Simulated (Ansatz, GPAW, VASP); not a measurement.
## Sr: programs and potentials compared

```
Sr
1.0
    -2.43500    2.43500    2.43500
     2.43500   -2.43500    2.43500
     2.43500    2.43500   -2.43500
Sr
1
Cartesian
  0.0000 0.0000 0.0000
```

This isn't the form of Sr at room conditions, which is fcc.

The cell was measured well above room temperature.

Alike in all runs: task single point; functional LDA; k mesh 8 × 8 × 8; occupations gaussian, width 0.1 eV; no spin polarisation; no spin-orbit coupling. LDA stands for any of its common fits. Pressure is positive in compression and, in plane waves, holds the error of the finite cutoff, which Ansatz's Pulay term estimates and takes out.

```json
{"program and potentials": "Ansatz, Ansatz PAW", "plane-wave cutoff (eV)": "420", "notes": "potentials made for PBE, which Ansatz adapts in part", "band gap (eV)": "no gap", "pressure (GPa)": "-1.93"}
{"program and potentials": "VASP, LDA PAW files Sr_sv, release 54, 520 eV", "plane-wave cutoff (eV)": "520", "notes": "-", "band gap (eV)": "no gap", "pressure (GPa)": "-1.94"}
{"program and potentials": "GPAW, the program's PAW data sets (release 1.2.1) made for this functional", "plane-wave cutoff (eV)": "600", "notes": "-", "band gap (eV)": "no gap", "pressure (GPa)": "-1.90"}
```

None finds a gap. The pressure spans -1.94 (VASP, LDA PAW files Sr_sv, release 54, 520 eV) to -1.90 GPa (GPAW, the program's PAW data sets (release 1.2.1) made for this functional).

Differences between rows come from potentials, basis sets and numerical settings, since the functional is the same but for its coding. Runs on potential files found faulty are left out.
